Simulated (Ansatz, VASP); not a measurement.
Two plane-wave programs on AlCo3

Contents of POSCAR:

```
AlCo3
1.0
    3.5749480000      0.0000000000      0.0000000000
    0.0000000000      3.5749480000      0.0000000000
    0.0000000000      0.0000000000      3.5749480000
Al Co
1 3
Direct
    0.0000000000      0.0000000000      0.0000000000
    0.5000000000      0.5000000000      0.0000000000
    0.5000000000      0.0000000000      0.5000000000
    0.0000000000      0.5000000000      0.5000000000
```

INCAR.step1

```
PREC = Accurate ; ENCUT = 520
ISMEAR = 0 ; SIGMA = 0.1
LREAL = False ; LASPH = True
NELM = 150 ; ISPIN = 2
MAGMOM = 0 1.76 1.76 1.76 ; LMAXMIX = 4
NBANDS = 27 ; GGA = PE
ALGO = Normal ; EDIFF = 1E-4
LWAVE = True ; LCHARG = False
```

Contents of INCAR.step2:

```
PREC = Accurate ; ENCUT = 520
EDIFF = 1E-7 ; ISMEAR = 0
SIGMA = 0.1 ; LREAL = False
LASPH = True ; NELM = 150
ALGO = Normal ; ISIF = 2
LWAVE = False ; LCHARG = False
ISPIN = 2 ; MAGMOM = 0 1.76 1.76 1.76
LORBIT = 11 ; LMAXMIX = 4
METAGGA = R2SCAN ; LMIXTAU = True
NBANDS = 27 ; ISTART = 1
```

Contents of KPOINTS:

```
regular mesh
0
Gamma
  6 6 6
```

Input for Ansatz:

```yaml
crystal:
  lattice:
    - [3.574948, 0.0, 0.0]
    - [0.0, 3.574948, 0.0]
    - [0.0, 0.0, 3.574948]
  atoms:
    - { symbol: Al, position: [0.0, 0.0, 0.0] }
    - { symbol: Co, position: [0.5, 0.5, 0.0], spin: 1.76 }
    - { symbol: Co, position: [0.5, 0.0, 0.5], spin: 1.76 }
    - { symbol: Co, position: [0.0, 0.5, 0.5], spin: 1.76 }
basis:
  ecutwfc: 500
kpoints:
  mp_grid: { grid: [6, 6, 6] }
hamiltonian:
  xc: r2scan
scf:
  occupations: { method: gaussian, width: 0.1 }
output:
  forces: true
  stress: true
  eigenvalues: true
  populations: true
magnetization:
  spin_polarized: true
```

Alike in both runs: task single point; functional r2SCAN; k mesh 6 × 6 × 6; occupations gaussian, width 0.1 eV; collinear spin.

```csv
,VASP,Ansatz
version,VASP 6.6.1,Ansatz 0.2.0
potentials or method,"VASP PAW PBE potentials, release 64 (Al, Co)","scalar-relativistic, plane waves, PAW"
plane-wave cutoff (eV),520,500
valence electrons in the cell,30,54
```

Ansatz gave:

| Property | Result |
| --- | --- |
| gap on the k mesh at the Fermi level (eV) | none |
| pressure (GPa) | 2.5 |
| net moment per atom (μB) | 1.17 |
| size of the moment on the site where the two differ most (μB) | 1.65 |

Task: Estimate VASP's values.

Result: gap on the k mesh at the Fermi level (eV): none; pressure (GPa): 2.0; net moment per atom (μB): 1.15; size of the moment on the site where the two differ most (μB): 1.60.

Site moments also hang on the region over which each program counts them. A gap of «none» marks a metal or a gap that the smearing closes. With one functional, cell and mesh, what is left measures potentials, basis and numerics. The two sets of potentials don't hold the same shells in valence. Ansatz warned: «stability_check_not_made».

Caveats: the PAW data sets were made with another functional, which shifts forces and pressure a little (VASP).
